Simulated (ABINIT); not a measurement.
# Beyond one shot: GaAs (F-43m), part 2 of 3

Wanted: G0W0 and self-consistent gaps of GaAs (F-43m), with the cost of the cycles.

ABINIT 10.8.3; PBE and many-body steps on it, plane waves. Known limits of the many-body steps: not at the basis limit; mesh may overstate the screening; screening runs away on this mesh; no spin-orbit coupling; coarse k mesh.

So far. Step 4 (G0W0): The gap on the mesh goes from 0.51 eV to 1.15 eV, a correction of +0.64 eV. Step 5 (Self-consistent COHSEX, cycle 1): Against G0W0 in ABINIT (4×4×4 mesh, 95 bands, screening to 136.1 eV, Godby-Needs plasmon pole), the gap moves by +0.268 eV.

## Step 6: Screening, 4×4×4 mesh, 95 bands, screening to 136.1 eV

This step: RPA screening on PBE, plane waves, norm-conserving pseudopotentials.

File run.abi:

```
acell 3*1.0 Angstrom
rprim 
  0.000000000000 2.826850000000 2.826850000000
  2.826850000000 0.000000000000 2.826850000000
  2.826850000000 2.826850000000 -0.000000000000
ntypat 2
znucl 31 33
natom 2
typat 1 2
xred 
  0.000000000000 0.000000000000 0.000000000000
  0.250000000000 0.250000000000 0.250000000000
pp_dirpath "pseudos"
pseudos "Ga.upf, As.upf"
ecut 45
ngkpt 4 4 4
nshiftk 1
shiftk 0 0 0
kptopt 1
chksymbreak 0
istwfk *1
occopt 1
irdwfk 1
optdriver 3
nband 95
ecuteps 5
inclvkb 2
awtr 1
symchi 1
gwcalctyp 27
nfreqre 1
nfreqim 0
mbpt_sciss 1.014 eV
nqptdm 1
qptdm 
  0 0 0
indata_prefix "in"
outdata_prefix "out"
tmpdata_prefix "tmp"
```

On the command line:

```
$ OMP_NUM_THREADS=1 mpirun -n 4 abinit run.abi > log
```

The log of the run:

```text
.Version 10.8.3 of ABINIT. v10.8.2 released Aug 2026.

 Symmetries : space group F-4 3 m (#216); Bravais cF (face-center cubic)
[... echo of the input left out ...]
== DATASET  1 ==================================================================
-   mpi_nproc: 4, omp_nthreads: 1 (-1 if OMP is not activated)

--- !DatasetInfo
iteration_state: {dtset: 1, }
dimensions: {natom: 2, nkpt: 8, mband: 95, nsppol: 1, nspinor: 1, nspden: 1, mpw: 4477, }
cutoff_energies: {ecut:  45.0, pawecutdg:  -1.0, }
electrons: {nelect:   4.40000000E+01, charge:   0.00000000E+00, occopt:   1.00000000E+00, tsmear:   1.00000000E-02, }

 SCREENING: Calculation of the susceptibility and dielectric matrices

 Based on a program developped by R.W. Godby, V. Olevano, G. Onida, and L. Reining.
 Incorporated in ABINIT by V. Olevano, G.-M. Rignanese, and M. Torrent.
.Using double precision arithmetic ; gwpc =  8

[... cell and pseudopotentials left out ...]
--------------------------------------------------------------------------------

 ==== K-mesh for the wavefunctions ====
 Number of points in the irreducible wedge :     8
[... list of points left out ...]
 Together with 24 symmetry operations and time-reversal symmetry
 yields    64 points in the full Brillouin Zone.

 ==== Q-mesh for the screening function ====
 Number of points in the irreducible wedge :     8
[... list of points left out ...]
 Together with 24 symmetry operations and time-reversal symmetry
 yields    64 points in the full Brillouin Zone.

 setmesh: FFT mesh size selected  =    32x   32x   32
          total number of points  =        32768

 vcoul_init : cutoff-mode = AUXILIARY_FUNCTION
 q-points for optical limit:   1
     1)      0.000010    0.000020    0.000030

 Dielectric matrix will be calculated only for some
 selected q points provided by the user through the input variables
 nqptdm and qptdm

- screening: taking advantage of time-reversal symmetry
- Maximum band index for partially occupied states nbvw = 22
- Remaining bands to be divided among processors   nbcw = 73
- Number of bands treated by each node ~18

 rdqps: reading QP wavefunctions of the previous step
        looking for file in_QPS
 file not found, 1st iteration initialized with KS eigenelements

 screening : performing a first self-consistency
 update of the energies in W by a scissor operator
 applying a scissor operator of [eV] :   1.014

 Number of electrons calculated from density =   44.0000; Expected =   44.0000
 average of density, n =  0.144317
 r_s =    1.1827
 omega_plasma =   36.6450 [eV]

 calculating chi0 at frequencies [eV] :
  1    0.000000E+00    0.000000E+00

--------------------------------------------------------------------------------
  q-point number  1        q = ( 0.000000, 0.000000, 0.000000) [r.l.u.]
--------------------------------------------------------------------------------
[... chi0 elements left out ...]
 For q-point:  0.000010 0.000020 0.000030
  dielectric constant =  57.9004
  dielectric constant without local fields =  60.1448

  Average fulfillment of the sum rule on Im[epsilon] for q-point    1 :     31.11  [%]
[... wings left out ...]
== END DATASET(S) ==============================================================
================================================================================

 -outvars: echo values of variables after computation  --------
           etotal      0.0000000000E+00
            nband          95
             nkpt           8
          spgroup         216
 [... the other variables as echoed above ...]

 Calculation completed.
```

Wall time 8.1 s (4 MPI ranks of Intel Xeon Platinum 8488C (Sapphire Rapids), shared host); peak memory 0.87 GiB; 31 s of CPU time.

Numbers from this step:

| Item | Value |
| --- | --- |
| ε∞ with local fields, on this mesh, along the program's q direction | 57.90 |
| the same without local fields | 60.14 |
| plasma frequency | 36.65 eV |
| plane waves in the screening matrix | 169 |

This screening uses the functional's bands under a rigid shift, the mean opening of the cycle before.

## Step 7: Screening, 4×4×4 mesh, 95 bands, screening to 136.1 eV

This step: RPA screening on PBE from quasiparticle energies and orbitals, plane waves, norm-conserving pseudopotentials.

Changes to run.abi since step 6:

```diff
@@ -32,6 +32,12 @@
 nfreqim 0
-mbpt_sciss 1.014 eV
-nqptdm 1
+irdqps 1
+nqptdm 7
 qptdm 
-  0 0 0
+  0.2500000000 0.0000000000 0.0000000000
+  0.5000000000 0.0000000000 0.0000000000
+  0.2500000000 0.2500000000 0.0000000000
+  0.5000000000 0.2500000000 0.0000000000
+  -0.2500000000 0.2500000000 0.0000000000
+  0.5000000000 0.5000000000 0.0000000000
+  -0.2500000000 0.5000000000 0.2500000000
 indata_prefix "in"
```

File mrgscr.stdin:

```
2
merged
q0_SCR
out_SCR
1
```

On the command line:

```
$ OMP_NUM_THREADS=1 mpirun -n 4 abinit run.abi > log; mrgscr < mrgscr.stdin
```

The log of the run:

```text
.Version 10.8.3 of ABINIT. v10.8.2 released Aug 2026.

 Symmetries : space group F-4 3 m (#216); Bravais cF (face-center cubic)
[... echo of the input left out ...]
== DATASET  1 ==================================================================
-   mpi_nproc: 4, omp_nthreads: 1 (-1 if OMP is not activated)

--- !DatasetInfo
iteration_state: {dtset: 1, }
dimensions: {natom: 2, nkpt: 8, mband: 95, nsppol: 1, nspinor: 1, nspden: 1, mpw: 4477, }
cutoff_energies: {ecut:  45.0, pawecutdg:  -1.0, }
[...]
q-point number  1        q = ( 0.250000, 0.000000, 0.000000) [r.l.u.]
--------------------------------------------------------------------------------
[... chi0 elements left out ...]
  Average fulfillment of the sum rule on Im[epsilon] for q-point    2 :     37.83  [%]

--------------------------------------------------------------------------------
  q-point number  2        q = ( 0.500000, 0.000000, 0.000000) [r.l.u.]
--------------------------------------------------------------------------------
[... chi0 elements left out ...]
  Average fulfillment of the sum rule on Im[epsilon] for q-point    3 :     34.93  [%]

 [... 5 further q-points ...]
```

Run time: 32 s. Hardware: 4 MPI ranks; peak memory 1.1 GiB.

Numbers from this step:

```yaml
plasma_frequency: 36.65 eV
plane_waves_in_the_screening_matrix: 169
```

This screening reads the quasiparticle levels of the cycle before.

## Step 8: Self-consistent COHSEX, cycle 2

The corrected levels of the last cycle go back in.

This step: self-consistent COHSEX on PBE, plane waves, norm-conserving pseudopotentials.

Changes to run.abi since step 7:

```diff
@@ -23,14 +23,10 @@
 irdwfk 1
-optdriver 3
+optdriver 4
 nband 95
-ecuteps 5
-inclvkb 2
-awtr 1
-symchi 1
 gwcalctyp 27
-nfreqre 1
-nfreqim 0
-irdqps 1
-nqptdm 7
-qptdm 
+ecutsigx 45
+symsigma 0
+nkptgw 8
+kptgw 
+  0.0000000000 0.0000000000 0.0000000000
   0.2500000000 0.0000000000 0.0000000000
@@ -42,2 +38,15 @@
   -0.2500000000 0.5000000000 0.2500000000
+bdgw 
+  20 32
+  20 32
+  20 32
+  20 32
+  20 32
+  20 32
+  20 32
+  20 32
+ecuteps 5
+irdscr 1
+irdqps 1
+rhoqpmix 0.3
 indata_prefix "in"
```

On the command line:

```
$ OMP_NUM_THREADS=1 mpirun -n 4 abinit run.abi > log
```

The log of the run:

```text
.Version 10.8.3 of ABINIT. v10.8.2 released Aug 2026.

 Symmetries : space group F-4 3 m (#216); Bravais cF (face-center cubic)
[... echo of the input left out ...]
== DATASET  1 ==================================================================
-   mpi_nproc: 4, omp_nthreads: 1 (-1 if OMP is not activated)

--- !DatasetInfo
iteration_state: {dtset: 1, }
dimensions: {natom: 2, nkpt: 8, mband: 95, nsppol: 1, nspinor: 1, nspden: 1, mpw: 4477, }
cutoff_energies: {ecut:  45.0, pawecutdg:  -1.0, }
[...]
.  kptgw no:  3; Maximum DeltaE = (   0.248  -0.000) for band index: 12
[...]
.  kptgw no:  7; Maximum DeltaE = (   0.245  -0.000) for band index: 11
.  kptgw no:  8; Maximum DeltaE = (   0.226   0.000) for band index: 11

== END DATASET(S) ==============================================================
================================================================================

 -outvars: echo values of variables after computation  --------
           etotal      0.0000000000E+00
            nband          95
             nkpt           8
          spgroup         216
 [... the other variables as echoed above ...]

 Calculation completed.
```

The job ended after 79 s (4 MPI ranks; peak memory 1.4 GiB).

Numbers from this step:

```
quasiparticle gap on the mesh                         : 1.604 eV
gap of the density functional on the mesh             : 0.5078 eV
k of the valence top                                  : 0, 0, 0
k of the conduction bottom                            : 0, 0, 0
least direct quasiparticle gap on the computed points : 1.604 eV
```

Against the cycle before, the gap moves by +0.186 eV.

## Step 9: Screening, 4×4×4 mesh, 95 bands, screening to 136.1 eV

This step: RPA screening on PBE, plane waves, norm-conserving pseudopotentials.

File run.abi:

```
acell 3*1.0 Angstrom
rprim 
  0.000000000000 2.826850000000 2.826850000000
  2.826850000000 0.000000000000 2.826850000000
  2.826850000000 2.826850000000 -0.000000000000
ntypat 2
znucl 31 33
natom 2
typat 1 2
xred 
  0.000000000000 0.000000000000 0.000000000000
  0.250000000000 0.250000000000 0.250000000000
pp_dirpath "pseudos"
pseudos "Ga.upf, As.upf"
ecut 45
ngkpt 4 4 4
nshiftk 1
shiftk 0 0 0
kptopt 1
chksymbreak 0
istwfk *1
occopt 1
irdwfk 1
optdriver 3
nband 95
ecuteps 5
inclvkb 2
awtr 1
symchi 1
gwcalctyp 27
nfreqre 1
nfreqim 0
mbpt_sciss 1.208 eV
nqptdm 1
qptdm 
  0 0 0
indata_prefix "in"
outdata_prefix "out"
tmpdata_prefix "tmp"
```

The log of the run:

```text
.Version 10.8.3 of ABINIT. v10.8.2 released Aug 2026.

 Symmetries : space group F-4 3 m (#216); Bravais cF (face-center cubic)
[... echo of the input left out ...]
== DATASET  1 ==================================================================
-   mpi_nproc: 4, omp_nthreads: 1 (-1 if OMP is not activated)

--- !DatasetInfo
iteration_state: {dtset: 1, }
dimensions: {natom: 2, nkpt: 8, mband: 95, nsppol: 1, nspinor: 1, nspden: 1, mpw: 4477, }
cutoff_energies: {ecut:  45.0, pawecutdg:  -1.0, }
[...]
[... chi0 elements left out ...]
 For q-point:  0.000010 0.000020 0.000030
  dielectric constant =  52.6494
  dielectric constant without local fields =  54.6134

  Average fulfillment of the sum rule on Im[epsilon] for q-point    1 :     31.26  [%]
[... wings left out ...]
== END DATASET(S) ==============================================================
================================================================================

 -outvars: echo values of variables after computation  --------
           etotal      0.0000000000E+00
            nband          95
             nkpt           8
          spgroup         216
 [... the other variables as echoed above ...]

 Calculation completed.
```

The job ended after 7.6 s (4 MPI ranks; peak memory 0.94 GiB).

This step gave:

| Item | Value |
| --- | --- |
| ε∞ with local fields, on this mesh, along the program's q direction | 52.65 |
| the same without local fields | 54.61 |
| plasma frequency | 36.65 eV |
| plane waves in the screening matrix | 169 |

This screening uses the functional's bands under a rigid shift, the mean opening of the cycle before.

## Step 10: Screening, 4×4×4 mesh, 95 bands, screening to 136.1 eV

This step: RPA screening on PBE from quasiparticle energies and orbitals, plane waves, norm-conserving pseudopotentials.

Changes to run.abi since step 9:

```diff
@@ -32,6 +32,12 @@
 nfreqim 0
-mbpt_sciss 1.208 eV
-nqptdm 1
+irdqps 1
+nqptdm 7
 qptdm 
-  0 0 0
+  0.2500000000 0.0000000000 0.0000000000
+  0.5000000000 0.0000000000 0.0000000000
+  0.2500000000 0.2500000000 0.0000000000
+  0.5000000000 0.2500000000 0.0000000000
+  -0.2500000000 0.2500000000 0.0000000000
+  0.5000000000 0.5000000000 0.0000000000
+  -0.2500000000 0.5000000000 0.2500000000
 indata_prefix "in"
```

mrgscr.stdin is that of step 7.

On the command line:

```
$ OMP_NUM_THREADS=1 mpirun -n 4 abinit run.abi > log; mrgscr < mrgscr.stdin
```

The log of the run:

```text
.Version 10.8.3 of ABINIT. v10.8.2 released Aug 2026.

 Symmetries : space group F-4 3 m (#216); Bravais cF (face-center cubic)
[... echo of the input left out ...]
== DATASET  1 ==================================================================
-   mpi_nproc: 4, omp_nthreads: 1 (-1 if OMP is not activated)

--- !DatasetInfo
iteration_state: {dtset: 1, }
dimensions: {natom: 2, nkpt: 8, mband: 95, nsppol: 1, nspinor: 1, nspden: 1, mpw: 4477, }
cutoff_energies: {ecut:  45.0, pawecutdg:  -1.0, }
[...]
q-point number  1        q = ( 0.250000, 0.000000, 0.000000) [r.l.u.]
--------------------------------------------------------------------------------
[... chi0 elements left out ...]
  Average fulfillment of the sum rule on Im[epsilon] for q-point    2 :     38.13  [%]

--------------------------------------------------------------------------------
  q-point number  2        q = ( 0.500000, 0.000000, 0.000000) [r.l.u.]
--------------------------------------------------------------------------------
[... chi0 elements left out ...]
  Average fulfillment of the sum rule on Im[epsilon] for q-point    3 :     35.12  [%]

 [... 5 further q-points ...]
```

Wall time 32 s (4 MPI ranks); peak memory 1.1 GiB; 2.1 min of CPU time.

This step gave:

* plasma frequency: 36.65 eV
* plane waves in the screening matrix: 169

This screening reads the quasiparticle levels of the cycle before.

## Step 11: Self-consistent COHSEX, cycle 3

This step: self-consistent COHSEX on PBE, plane waves, norm-conserving pseudopotentials.

Changes to run.abi since step 10:

```diff
@@ -23,14 +23,10 @@
 irdwfk 1
-optdriver 3
+optdriver 4
 nband 95
-ecuteps 5
-inclvkb 2
-awtr 1
-symchi 1
 gwcalctyp 27
-nfreqre 1
-nfreqim 0
-irdqps 1
-nqptdm 7
-qptdm 
+ecutsigx 45
+symsigma 0
+nkptgw 8
+kptgw 
+  0.0000000000 0.0000000000 0.0000000000
   0.2500000000 0.0000000000 0.0000000000
@@ -42,2 +38,15 @@
   -0.2500000000 0.5000000000 0.2500000000
+bdgw 
+  20 32
+  20 32
+  20 32
+  20 32
+  20 32
+  20 32
+  20 32
+  20 32
+ecuteps 5
+irdscr 1
+irdqps 1
+rhoqpmix 0.3
 indata_prefix "in"
```

On the command line:

```
$ OMP_NUM_THREADS=1 mpirun -n 4 abinit run.abi > log
```

The log of the run:

```text
.Version 10.8.3 of ABINIT. v10.8.2 released Aug 2026.

 Symmetries : space group F-4 3 m (#216); Bravais cF (face-center cubic)
[... echo of the input left out ...]
== DATASET  1 ==================================================================
-   mpi_nproc: 4, omp_nthreads: 1 (-1 if OMP is not activated)

--- !DatasetInfo
iteration_state: {dtset: 1, }
dimensions: {natom: 2, nkpt: 8, mband: 95, nsppol: 1, nspinor: 1, nspden: 1, mpw: 4477, }
cutoff_energies: {ecut:  45.0, pawecutdg:  -1.0, }
[...]
.  kptgw no:  3; Maximum DeltaE = (   0.016   0.000) for band index:  8
[...]
.  kptgw no:  7; Maximum DeltaE = (   0.010  -0.000) for band index:  8
.  kptgw no:  8; Maximum DeltaE = (   0.010   0.000) for band index:  8

== END DATASET(S) ==============================================================
================================================================================

 -outvars: echo values of variables after computation  --------
           etotal      0.0000000000E+00
            nband          95
             nkpt           8
          spgroup         216
 [... the other variables as echoed above ...]

 Calculation completed.
```

Wall time 79 s (4 MPI ranks); peak memory 1.4 GiB; 5.3 min of CPU time.

This step gave:

* quasiparticle gap on the mesh: 1.629 eV
* gap of the density functional on the mesh: 0.5078 eV
* k of the valence top: 0, 0, 0
* k of the conduction bottom: 0, 0, 0
* least direct quasiparticle gap on the computed points: 1.629 eV

Against the cycle before, the gap moves by +0.025 eV.

## Step 12: Screening, 4×4×4 mesh, 95 bands, screening to 136.1 eV

This step: RPA screening on PBE, plane waves, norm-conserving pseudopotentials.

File run.abi:

```
acell 3*1.0 Angstrom
rprim 
  0.000000000000 2.826850000000 2.826850000000
  2.826850000000 0.000000000000 2.826850000000
  2.826850000000 2.826850000000 -0.000000000000
ntypat 2
znucl 31 33
natom 2
typat 1 2
xred 
  0.000000000000 0.000000000000 0.000000000000
  0.250000000000 0.250000000000 0.250000000000
pp_dirpath "pseudos"
pseudos "Ga.upf, As.upf"
ecut 45
ngkpt 4 4 4
nshiftk 1
shiftk 0 0 0
kptopt 1
chksymbreak 0
istwfk *1
occopt 1
irdwfk 1
optdriver 3
nband 95
ecuteps 5
inclvkb 2
awtr 1
symchi 1
gwcalctyp 27
nfreqre 1
nfreqim 0
mbpt_sciss 1.235 eV
nqptdm 1
qptdm 
  0 0 0
indata_prefix "in"
outdata_prefix "out"
tmpdata_prefix "tmp"
```

The log of the run:

```text
.Version 10.8.3 of ABINIT. v10.8.2 released Aug 2026.

 Symmetries : space group F-4 3 m (#216); Bravais cF (face-center cubic)
[... echo of the input left out ...]
== DATASET  1 ==================================================================
-   mpi_nproc: 4, omp_nthreads: 1 (-1 if OMP is not activated)

--- !DatasetInfo
iteration_state: {dtset: 1, }
dimensions: {natom: 2, nkpt: 8, mband: 95, nsppol: 1, nspinor: 1, nspden: 1, mpw: 4477, }
cutoff_energies: {ecut:  45.0, pawecutdg:  -1.0, }
[...]
[... chi0 elements left out ...]
 For q-point:  0.000010 0.000020 0.000030
  dielectric constant =  52.0026
  dielectric constant without local fields =  53.9331

  Average fulfillment of the sum rule on Im[epsilon] for q-point    1 :     31.28  [%]
[... wings left out ...]
== END DATASET(S) ==============================================================
================================================================================

 -outvars: echo values of variables after computation  --------
           etotal      0.0000000000E+00
            nband          95
             nkpt           8
          spgroup         216
 [... the other variables as echoed above ...]

 Calculation completed.
```

Wall time 7.6 s (4 MPI ranks); peak memory 0.96 GiB.

This step gave:

* ε∞ with local fields, on this mesh, along the program's q direction: 52.00
* the same without local fields: 53.93
* plasma frequency: 36.65 eV
* plane waves in the screening matrix: 169

This screening uses the functional's bands under a rigid shift, the mean opening of the cycle before.

## Step 13: Screening, 4×4×4 mesh, 95 bands, screening to 136.1 eV

This step: RPA screening on PBE from quasiparticle energies and orbitals, plane waves, norm-conserving pseudopotentials.

Changes to run.abi since step 12:

```diff
@@ -32,6 +32,12 @@
 nfreqim 0
-mbpt_sciss 1.235 eV
-nqptdm 1
+irdqps 1
+nqptdm 7
 qptdm 
-  0 0 0
+  0.2500000000 0.0000000000 0.0000000000
+  0.5000000000 0.0000000000 0.0000000000
+  0.2500000000 0.2500000000 0.0000000000
+  0.5000000000 0.2500000000 0.0000000000
+  -0.2500000000 0.2500000000 0.0000000000
+  0.5000000000 0.5000000000 0.0000000000
+  -0.2500000000 0.5000000000 0.2500000000
 indata_prefix "in"
```

mrgscr.stdin is that of step 10.

On the command line:

```
$ OMP_NUM_THREADS=1 mpirun -n 4 abinit run.abi > log; mrgscr < mrgscr.stdin
```

The log of the run:

```text
.Version 10.8.3 of ABINIT. v10.8.2 released Aug 2026.

 Symmetries : space group F-4 3 m (#216); Bravais cF (face-center cubic)
[... echo of the input left out ...]
== DATASET  1 ==================================================================
-   mpi_nproc: 4, omp_nthreads: 1 (-1 if OMP is not activated)

--- !DatasetInfo
iteration_state: {dtset: 1, }
dimensions: {natom: 2, nkpt: 8, mband: 95, nsppol: 1, nspinor: 1, nspden: 1, mpw: 4477, }
cutoff_energies: {ecut:  45.0, pawecutdg:  -1.0, }
[...]
q-point number  1        q = ( 0.250000, 0.000000, 0.000000) [r.l.u.]
--------------------------------------------------------------------------------
[... chi0 elements left out ...]
  Average fulfillment of the sum rule on Im[epsilon] for q-point    2 :     38.19  [%]

--------------------------------------------------------------------------------
  q-point number  2        q = ( 0.500000, 0.000000, 0.000000) [r.l.u.]
--------------------------------------------------------------------------------
[... chi0 elements left out ...]
  Average fulfillment of the sum rule on Im[epsilon] for q-point    3 :     35.15  [%]

 [... 5 further q-points ...]
```

Run time: 32 s. Hardware: 4 MPI ranks; peak memory 1.1 GiB; 2.1 min of CPU time.

Numbers from this step:

- plasma frequency: 36.65 eV
- plane waves in the screening matrix: 169

This screening reads the quasiparticle levels of the cycle before.

(Part 2 of 3 ends here.)

[Paths, hosts, dates, memory and timing lines, banners, echoed tables and standing remarks are left out of the program output.]

[Logs are printed without paths, hosts, clocks, repeated set-up lines and the standing remarks that a program may print on its own settings, such as how far it seeks lower states.]

[Runs of the session that timed out or met a known fault of the program may be left out.]

[Hosts, paths, dates, database ids (printed as entryN), source tags and the programs' standing remarks are cut or masked in the printed files.]

[G0W0 gaps are taken among the corrected bands and points alone; a level outside them can change the order at an edge.]

[Where Ansatz stands beside ABINIT at settings called matched, ABINIT's density can come from a denser mesh and the files from another edition; pairs whose starting gaps differed by over 0.03 eV were left out, so agreement reads better than it is.]
